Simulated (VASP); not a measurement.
**BaS in VASP 6.6.1, single-point calculation**

INCAR

```
ISIF = 2
IBRION = -1
NSW = 0
LWAVE = .FALSE.
EDIFF = 1E-7
ENCUT = 520
NELM = 120
GGA = PE
LREAL = .FALSE.
ADDGRID = .TRUE.
LCHARG = .FALSE.
ISMEAR = -1
PREC = Accurate
SIGMA = 0.02
LASPH = .TRUE.
NBANDS = 15
```

KPOINTS

```
KPOINTS created by Atomic Simulation Environment
0
Gamma
8 8 8
0 0 0
```

POSCAR

```
Ba S
 1.0000000000000000
     0.0000000000000000    3.2117958738999999    3.2117958738999999
     3.0200516602000000    0.0000000000000000    3.2117958738999999
     3.0200516602000000    3.2117958738999999    0.0000000000000000
 Ba  S
   1   1
Cartesian
  0.0000000000000000  0.0000000000000000  0.0000000000000000
  3.0200516602000000  3.2117958738999999  3.2117958738999999
```

The recommended PBE PAW datasets give the neutral cell 16 valence electrons.

Command

```
mpirun -np 1 vasp_std
```

How does this run end, and what does it give?

It converged. Results: gap between bands v and c on the k mesh 1.80 eV; least direct gap on the k mesh 1.94 eV; pressure 4.3 GPa. Band v is the last that the valence electrons fill when counted band by band, and c is the next.

OSZICAR

```
N       E                     dE             d eps       ncg     rms          rms(c)
DAV:   1     0.814396889966E+02    0.81440E+02   -0.69747E+03  1770   0.938E+02
DAV:   2    -0.586462665908E+01   -0.87304E+02   -0.77867E+02  2398   0.169E+02
DAV:   3    -0.104715833165E+02   -0.46070E+01   -0.45751E+01  2405   0.403E+01
DAV:   4    -0.105646800233E+02   -0.93097E-01   -0.93066E-01  2264   0.585E+00
DAV:   5    -0.105673241175E+02   -0.26441E-02   -0.26439E-02  2429   0.797E-01    0.524E+00
DAV:   6    -0.100694175361E+02    0.49791E+00   -0.68191E-01  2036   0.495E+00    0.362E+00
DAV:   7    -0.100671993402E+02    0.22182E-02   -0.19573E-01  2319   0.248E+00    0.219E+00
DAV:   8    -0.100796047294E+02   -0.12405E-01   -0.23626E-02  2022   0.113E+00    0.219E-01
DAV:   9    -0.100801269712E+02   -0.52224E-03   -0.34651E-03  2302   0.432E-01    0.121E-01
DAV:  10    -0.100809044626E+02   -0.77749E-03   -0.87451E-04  1847   0.208E-01    0.332E-02
DAV:  11    -0.100809666927E+02   -0.62230E-04   -0.10060E-04  2253   0.644E-02    0.102E-02
DAV:  12    -0.100809691248E+02   -0.24321E-05   -0.63679E-06  2064   0.158E-02    0.753E-03
DAV:  13    -0.100809690970E+02    0.27797E-07   -0.25438E-07  2274   0.307E-03
   1 F= -.10080969E+02 E0= -.10080969E+02  d E =-.289863E-12
```

For comparison, a separate PBE run of the intended cell, on usual settings and not on those above, gives a gap of 1.80 eV on its mesh and a pressure of 4.3 GPa.
